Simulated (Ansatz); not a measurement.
# AgO (F-43m): the cell at rest

Aim: bring AgO (F-43m) to small forces and stress, as phonons need.

Method: DFT PBE, scalar-relativistic, plane waves, norm-conserving pseudopotentials, in Ansatz 0.2.0.

## Step 1: The starting structure

It takes space group F-43m (No. 216, cubic). Conventional cell: a = 4.816 Å, b = 4.816 Å, c = 4.816 Å, α = 90.00°, β = 90.00°, γ = 90.00°. Nearest to Ag lie 4 O at 2.09 Å. Nearest to O lie 4 Ag at 2.09 Å. Farther neighbours and most contacts between anions are not listed.

Coordinates:

```cif
data_structure
_symmetry_space_group_name_H-M 'P 1'
_symmetry_Int_Tables_number 1
_cell_length_a 3.4054
_cell_length_b 3.4054
_cell_length_c 3.4054
_cell_angle_alpha 60.000
_cell_angle_beta 60.000
_cell_angle_gamma 60.000
_cell_volume 27.93
loop_
_atom_site_label
_atom_site_type_symbol
_atom_site_fract_x
_atom_site_fract_y
_atom_site_fract_z
_atom_site_occupancy
Ag1 Ag 0.00000 0.00000 0.00000 1
O2 O 0.25000 0.25000 0.25000 1
```

## Step 2: A coarse first look

A quick single point on a coarse mesh tells whether the cell has a gap and how far it is from rest, which sets the k mesh and smearing that follow.

The input, input.yaml:

```yaml
crystal:
  lattice:
    - [0.0, 2.408, 2.408]
    - [2.408, 0.0, 2.408]
    - [2.408, 2.408, 0.0]
  atoms:
    - { symbol: Ag, position: [0.0, 0.0, 0.0] }
    - { symbol: O, position: [0.25, 0.25, 0.25] }
kpoints:
  mp_grid: { grid: [6, 6, 6] }
hamiltonian:
  xc: pbe
  pseudopotentials: { kind: nc }
scf:
  occupations: { method: gaussian, width: 0.1 }
output:
  forces: true
  stress: true
  eigenvalues: true
```

On the command line:

```bash
ansatz run input.yaml --threads 4 --pin off --max-ram 7168MiB --backend cpu --events-out ev --progress --plain --runs-dir out
```

Numbers of over 12 decimals in the logs are rounded to 6 here.

Output:

```text
Engine: ansatz 0.2.0, aarch64-unknown-linux-gnu
Pseudopotentials: kind: nc
Pseudopotential: Ag, nc, valence charge 19, recommended cutoff 960 eV (normal), Ag.nc.azcp
Pseudopotential: O, nc, valence charge 6, recommended cutoff 1240 eV (normal), O.nc.azcp
Functional definition: PBE
  parameter kappa = 0.804
  parameter beta = 0.066725
  exchange = pbe_x(kappa = kappa, mu = beta*pi^2/3)
  correlation = pbe_c(beta = beta)
[...]
--- Band table (eV; the first three rows and the last of 16) ---
  k-point 0: bands = [... 9 lower, 8.0525, 11.6123, 12.2266, 12.2266, 12.2266, 25.5226, 25.5226, 25.5226]
  k-point 1: bands = [... 9 lower, 8.0268, 11.1019, 12.0499, 12.0499, 13.0072, 23.1333, 25.7122, 25.7122]
  k-point 2: bands = [... 9 lower, 8.1103, 9.5667, 11.5870, 11.5870, 15.1042, 20.1431, 25.6275, 25.6275]
  k-point 15: bands = [... 9 lower, 8.3141, 8.8695, 9.3243, 10.5475, 18.5530, 20.5560, 21.8346, 23.0731]
[key lines of the parts left out:]
SCF converged after 7 iterations
Free energy (F): -4676.120651 eV
Fermi energy:    11.336243 eV
P = ⅓ Tr σ = 17.9903 GPa (179.903 kbar)
```

Elapsed: 0.83 s, on 4 threads of Arm Neoverse V2, shared host; peak memory 0.31 GiB.

This step gave:

- pressure: 17.99 GPa
- volume per atom: 13.96 Å³
- gap on the k-mesh: 0 eV

The coarse mesh shows no gap and a pressure of 18.0 GPa.

## Step 3: Coarse relaxation

A rough relaxation comes first, because large forces or stress need no tight tolerances yet.

input.yaml: that of step 2 with these lines changed.

```diff
@@ -9,3 +9,3 @@
 kpoints:
-  mp_grid: { grid: [6, 6, 6] }
+  mp_grid: { grid: [8, 8, 8] }
 hamiltonian:
@@ -19 +19,6 @@
   eigenvalues: true
+relax:
+  adjacent_minimum: "off"
+  f_tol: 0.05
+  max_steps: 80
+  cell: { stress_tol: 0.5 }
```

Output:

```text
[...]
Crystal: 2 atoms, lattice volume = 27.925 Å³
Basis set: ecut = 1240 eV, 2733 PW (Γ), exchange–correlation on 80×80×80 points (8 copies of the dense FFT grid, shifted against one another)
Bands: 17, of which v1, the nominal top of the filled ones, is band 13 counted from 1 (12 counted from 0)
Symmetry: 24 space group operations
[...]
--- Relaxed structure (4 steps of the walk, 4 accepted, 1 SCFs on fresh bases) ---
  F+E_penalty+E_count = -4676.34055724 eV   max|allowed force component| = 2.937e-16 eV/Å   (the final SCF, on the basis selected at the relaxed cell)
  cell:  # Å, volume = 31.9919 Å³
    - [0, 2.519630, 2.519630]
    - [2.519630, 0, 2.519630]
    - [2.519630, 2.519630, 0]
  atoms:
    - { symbol: Ag, position: [0, 0, 0] }
    - { symbol: O, position: [0.25, 0.25, 0.25] }
[key lines of the parts left out:]
SCF converged after 4 iterations
Free energy (F): -4676.340557 eV
Fermi energy:    8.842906 eV
P = ⅓ Tr σ = 0.3953 GPa (3.953 kbar)
```

Elapsed: 7.6 s, on 4 threads; peak memory 0.42 GiB.

The steps of the relaxation:

```csv
step,energy less that of the first step (eV),largest force component (eV/Å),pressure (GPa),volume (Å³)
1,0.0000,0.0000,17.97,27.93
2,-0.1869,0.0000,3.81,30.85
3,-0.1992,0.0000,0.75,31.75
4,-0.1997,0.0000,-0.01,31.99
5*,-0.2046,0.0000,0.40,31.99
```

Relaxation steps marked * repeat the geometry before them on a plane-wave basis chosen anew for their cell, so energy and pressure can jump there.

Forces are held to the 24 operations that the run works with; a distortion that breaks them can't arise in this run.

```csv
"conventional cell, symmetrised",before,after,change
a (Å),4.816,5.039,+4.6 %
b (Å),4.816,5.039,+4.6 %
c (Å),4.816,5.039,+4.6 %
volume (Å³/atom),13.96,16.00,+14.6 %
```

Final coordinates:

```cif
data_structure
_symmetry_space_group_name_H-M 'P 1'
_symmetry_Int_Tables_number 1
_cell_length_a 3.5633
_cell_length_b 3.5633
_cell_length_c 3.5633
_cell_angle_alpha 60.000
_cell_angle_beta 60.000
_cell_angle_gamma 60.000
_cell_volume 31.99
loop_
_atom_site_label
_atom_site_type_symbol
_atom_site_fract_x
_atom_site_fract_y
_atom_site_fract_z
_atom_site_occupancy
Ag1 Ag 0.00000 0.00000 0.00000 1
O2 O 0.25000 0.25000 0.25000 1
```

Numbers from this step:

```yaml
pressure: 0.3953 GPa
volume_per_atom: 16.00 Å³
```

In this step the volume went from 13.96 to 16.00 Å³/atom.

## Step 4: Bringing the structure to rest

The cell and atoms are relaxed, since residual forces and stress would shift the frequencies.

input.yaml, the sections that differ from step 3:

```yaml
crystal:
  lattice:
    - [0.0, 2.5196295309, 2.5196295309]
    - [2.5196295309, 0.0, 2.5196295309]
    - [2.5196295309, 2.5196295309, 0.0]
  atoms:
    - { symbol: Ag, position: [0.0, 0.0, 0.0] }
    - { symbol: O, position: [0.25, 0.25, 0.25] }
kpoints:
  mp_grid: { grid: [14, 14, 14] }
relax:
  adjacent_minimum: "off"
  f_tol: 0.005
  max_steps: 80
  cell: { stress_tol: 0.05 }
# hamiltonian, scf, output: as in step 3
```

Output:

```text
[...]
Crystal: 2 atoms, lattice volume = 31.992 Å³
Basis set: ecut = 1240 eV, 3143 PW (Γ), exchange–correlation on 90×90×90 points (8 copies of the dense FFT grid, shifted against one another)
Bands: 17, of which v1, the nominal top of the filled ones, is band 13 counted from 1 (12 counted from 0)
[... 1 set-up line as in the run before ...]
[...]
k-points: 104 of 2744 (time reversal used)
[...]
SCF iter   1: F=—  HF=-4676.558335 eV  |F-HF|=—  |Δ(HF+E_count)|=         —  Δρ=7.16e-2  dr2=1.14e0  ethr=3.10e-3  ⟨swp⟩=6.0  Hψ=8878  notcnv=0
[...]
SCF iter   7: F=-4676.339124 eV  HF=-4676.339124 eV  |F-HF|=3.46e-8  |Δ(HF+E_count)|=   2.97e-7  Δρ=1.42e-5  dr2=4.25e-8  ethr=4.00e-10  ⟨swp⟩=6.7  Hψ=8609  notcnv=0
SCF 1 converged in 7 iterations: F = -4676.339124 eV  dr2 = 4.25e-8
relax step   1: F+E_penalty+E_count = -4676.33912401 eV  Δ(F+E_penalty+E_count) = +0.000e0 eV  max|allowed force component| = 5.135e-16 eV/Å  Δτ_max = 0.0000 Å  P = +0.439 GPa  Ω = 31.992 Å³  (7 SCF iters, dr2 threshold 1.00e-7 eV, accepted)
Crystal: 2 atoms, lattice volume = 32.112 Å³
[...]
SCF iter   4: F=-4676.339298 eV  HF=-4676.339298 eV  |F-HF|=6.37e-10  |Δ(HF+E_count)|=   3.40e-7  Δρ=5.81e-6  dr2=4.86e-9  ethr=8.00e-10  ⟨swp⟩=4.0  Hψ=7355  notcnv=0
SCF 2 converged in 4 iterations: F = -4676.339298 eV  dr2 = 4.86e-9
relax step   2: F+E_penalty+E_count = -4676.33929845 eV  Δ(F+E_penalty+E_count) = -1.744e-4 eV  max|allowed force component| = 2.429e-16 eV/Å  Δτ_max = 0.0000 Å  P = +0.096 GPa  Ω = 32.112 Å³  energy of the carried Pulay correction = -2.454e-5 eV  (4 SCF iters, dr2 threshold 2.00e-7 eV, accepted)
Crystal: 2 atoms, lattice volume = 32.145 Å³
[...]
SCF iter   4: F=-4676.339302 eV  HF=-4676.339302 eV  |F-HF|=5.46e-11  |Δ(HF+E_count)|=   2.75e-8  Δρ=1.56e-6  dr2=2.95e-10  ethr=9.19e-11  ⟨swp⟩=4.0  Hψ=7342  notcnv=0
SCF 3 converged in 4 iterations: F = -4676.339302 eV  dr2 = 2.95e-10
relax step   3: F+E_penalty+E_count = -4676.33930174 eV  Δ(F+E_penalty+E_count) = -3.294e-6 eV  max|allowed force component| = 2.035e-16 eV/Å  Δτ_max = 0.0000 Å  P = +0.001 GPa  Ω = 32.145 Å³  energy of the carried Pulay correction = -3.141e-5 eV  (4 SCF iters, dr2 threshold 2.30e-8 eV, accepted)
[...]
SCF iter   1: F=—  HF=-4676.339222 eV  |F-HF|=—  |Δ(HF+E_count)|=         —  Δρ=9.07e-6  dr2=1.95e-9  ethr=1.40e-7  ⟨swp⟩=3.0  Hψ=14282  notcnv=0
eigensolver tolerance schedule: the retry pair's looser diagonalisation over-reported the residual by 17901.85 of it (diagonalisation noise at 4.20 of the residual, at the tolerance the schedule requests for it); recorded, not acted on — ethr = c·dr2/N_el stays at c = 1.0e-1
[...]
SCF iter   2: F=—  HF=-4676.339337 eV  |F-HF|=—  |Δ(HF+E_count)|=   1.15e-4  Δρ=1.13e-6  dr2=1.39e-10  ethr=7.81e-12  ⟨swp⟩=3.9  Hψ=4219  notcnv=0
SCF iter   3: F=-4676.339337 eV  HF=-4676.339337 eV  |F-HF|=4.55e-12  |Δ(HF+E_count)|=  5.91e-11  Δρ=2.33e-7  dr2=1.27e-11  ethr=1.00e-12  ⟨swp⟩=8.0  Hψ=10078  notcnv=0
SCF 4 converged in 3 iterations: F = -4676.339337 eV  dr2 = 1.27e-11
relax step   4: F+E_penalty+E_count = -4676.33933695 eV  Δ(F+E_penalty+E_count) = -3.520e-5 eV  max|allowed force component| = 2.544e-16 eV/Å  Δτ_max = 0.0000 Å  P = +0.006 GPa  Ω = 32.145 Å³  stress off target by 5.78e-3 GPa  SCF on the basis re-selected at this cell (its energy is not comparable with the rows above)  (3 SCF iters)
[...]
SCF converged after 3 iterations
Free energy (F): -4676.339337 eV
[...]
Internal energy: -4676.326310 eV  (E = F + TS)
E sigma→0 (E₀):  -4676.332823 eV
Entropy (-TS):   -0.013027 eV (-6.514 meV/atom)
Fermi energy:    8.758713 eV
[...]
--- Stress (GPa, compression-positive) ---
        0.005780       0.000000       0.000000
        0.000000       0.005780      -0.000000
        0.000000      -0.000000       0.005780
  P = ⅓ Tr σ = 0.0058 GPa (0.058 kbar)
--- Band table (eV; the first three rows and the last of 104) ---
  k-point 0: bands = [... 9 lower, 5.9342, 9.2419, 9.5054, 9.5054, 9.5054, 22.2644, 22.2644, 22.2644]
  k-point 1: bands = [... 9 lower, 5.9289, 9.0331, 9.4771, 9.4771, 9.7678, 21.7130, 22.2978, 22.2978]
  k-point 2: bands = [... 9 lower, 5.9190, 8.6632, 9.3940, 9.3940, 10.2841, 20.5227, 22.3686, 22.3686]
  k-point 103: bands = [... 9 lower, 6.4338, 6.5886, 6.8226, 8.1512, 16.1430, 17.0277, 18.7431, 19.2401]
--- Relaxed structure (3 steps of the walk, 3 accepted, 1 SCFs on fresh bases) ---
[...]
cell:  # Å, volume = 32.1450 Å³
    - [0.0, 2.523643, 2.523643]
    - [2.523643, 0, 2.523643]
    - [2.523643, 2.523643, 0]
  atoms:
    - { symbol: Ag, position: [0, 0, 0] }
    - { symbol: O, position: [0.25, 0.25, 0.25] }
```

Elapsed: 19 s, on 4 threads; peak memory 0.58 GiB; 72 s of CPU time.

Relaxation path:

```csv
step,energy less that of the first step (eV),largest force component (eV/Å),pressure (GPa),volume (Å³)
1,0.0000,0.0000,0.44,31.99
2,-0.0002,0.0000,0.10,32.11
3,-0.0002,0.0000,0.00,32.15
4*,-0.0002,0.0000,0.01,32.15
```

Relaxation steps marked * repeat the geometry before them on a plane-wave basis chosen anew for their cell, so energy and pressure can jump there.

Forces are held to the 24 operations that the run works with; a distortion that breaks them can't arise in this run.

```csv
"conventional cell, symmetrised",before,after,change
a (Å),5.039,5.047,+0.2 %
b (Å),5.039,5.047,+0.2 %
c (Å),5.039,5.047,+0.2 %
volume (Å³/atom),16.00,16.07,+0.5 %
```

Final coordinates:

```xyz
2
Lattice="0.0000 2.5236 2.5236 2.5236 0.0000 2.5236 2.5236 2.5236 0.0000" Properties=species:S:1:pos:R:3 pbc="T T T"
Ag    0.0000    0.0000    0.0000
O     1.2618    1.2618    1.2618
```

This step gave:

* pressure: 0.005780 GPa
* volume per atom: 16.07 Å³

In this step the volume went from 16.00 to 16.07 Å³/atom.

## Step 5: Tight relaxation

Phonons need a cell at rest on their own settings, so the relaxation is repeated with tight tolerances on forces and stress on the k mesh and occupations of the first response run.

input.yaml, the sections that differ from step 4:

```yaml
crystal:
  lattice:
    - [0.0, 2.5236432167, 2.5236432167]
    - [2.5236432167, 0.0, 2.5236432167]
    - [2.5236432167, 2.5236432167, 0.0]
  atoms:
    - { symbol: Ag, position: [0.0, 0.0, 0.0] }
    - { symbol: O, position: [0.25, 0.25, 0.25] }
kpoints:
  mp_grid: { grid: [16, 16, 16] }
scf:
  occupations: { method: methfessel_paxton, width: 0.15 }
relax:
  adjacent_minimum: "off"
  f_tol: 0.001
  max_steps: 60
  cell: { stress_tol: 0.01 }
# hamiltonian, output: as in step 4
```

Output:

```text
[...]
Crystal: 2 atoms, lattice volume = 32.145 Å³
Basis set: ecut = 1240 eV, 3143 PW (Γ), exchange–correlation on 90×90×90 points (8 copies of the dense FFT grid, shifted against one another)
Bands: 17, of which v1, the nominal top of the filled ones, is band 13 counted from 1 (12 counted from 0)
[... 1 set-up line as in the run before ...]
[...]
k-point 144: bands = [... 9 lower, 6.5719, 6.5816, 6.6824, 8.1709, 16.2639, 17.0316, 18.7086, 19.0902]
--- Relaxed structure (2 steps of the walk, 2 accepted, 1 SCFs on fresh bases) ---
[...]
cell:  # Å, volume = 32.1388 Å³
    - [0, 2.523479, 2.523479]
    - [2.523479, 0, 2.523479]
    - [2.523479, 2.523479, 0]
  atoms:
    - { symbol: Ag, position: [0, 0, 0] }
    - { symbol: O, position: [0.25, 0.25, 0.25] }
[key lines of the parts left out:]
SCF converged after 7 iterations
Free energy (F): -4676.332795 eV
Fermi energy:    8.756268 eV
P = ⅓ Tr σ = -0.0061 GPa (-0.061 kbar)
```

It took 21 s on 4 threads; peak memory 0.65 GiB.

Little changed from the start: no atom moved by 0.005 Å and no cell edge by 0.1 %.

This step gave:

- pressure: -0.006123 GPa

The forces vanish by symmetry and the pressure is -0.006 GPa, within the tolerances set. The cell now holds 16.07 Å³/atom.

## Step 6: What came out

```json
{
 "space group after relaxation (within 0.01 Å)": "F-43m",
 "lattice constant a": "5.047 Å",
 "lattice constant b": "5.047 Å",
 "lattice constant c": "5.047 Å",
 "volume per atom": "16.1 Å³"
}
```

**Reading.** The forces vanish by symmetry and the pressure is -0.006 GPa, within the tolerances set. The cell now holds 16.07 Å³/atom. The relaxation keeps the symmetry of its start, so it says nothing on stability against lower symmetry. The runs are without spin polarisation, although the cell has an odd electron count.

[Logs are printed without paths, hosts, clocks, repeated set-up lines and the standing remarks that a program may print on its own settings, such as how far it seeks lower states.]

[Hosts, paths, dates, database ids (printed as entryN), source tags and the programs' standing remarks are cut or masked in the printed files.]
